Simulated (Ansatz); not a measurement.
Crystal: Rb.

```
Rb
1.0
     0.00000    3.63988    3.63988
     3.63988    0.00000    3.63988
     3.63988    3.63988    0.00000
Rb
1
Direct
  0.00000 0.00000 0.00000
```

This isn't the form of Rb at room conditions, which is bcc.

```yaml
Program: Ansatz 0.2.0
Task: single point
Functional: PBE
Potentials_or_basis: Ansatz PAW
Cutoff: "420 eV (not typed: the program's choice for these potentials)"
k_mesh: 6 × 6 × 6
Occupations: fermi-dirac, width 0.05 eV
Spin: no spin polarisation
```

On this cell: pressure -0.1 GPa; band gap on the k mesh none (metal or under the smearing width).

The same run follows on a disturbed copy (cell strained at random at fixed volume):

```
Rb
1.0
    -0.03369    3.68041    3.61935
     3.59207   -0.01407    3.59973
     3.60347    3.67219   -0.02547
Rb
1
Direct
  0.00422 0.00482 0.99140
```

**Question.** What does the disturbed cell give?

**Answer.** The energy (extrapolated to zero smearing) moves by +0.1 meV/atom; pressure -0.1 GPa; band gap on the k mesh none (metal or under the smearing width).
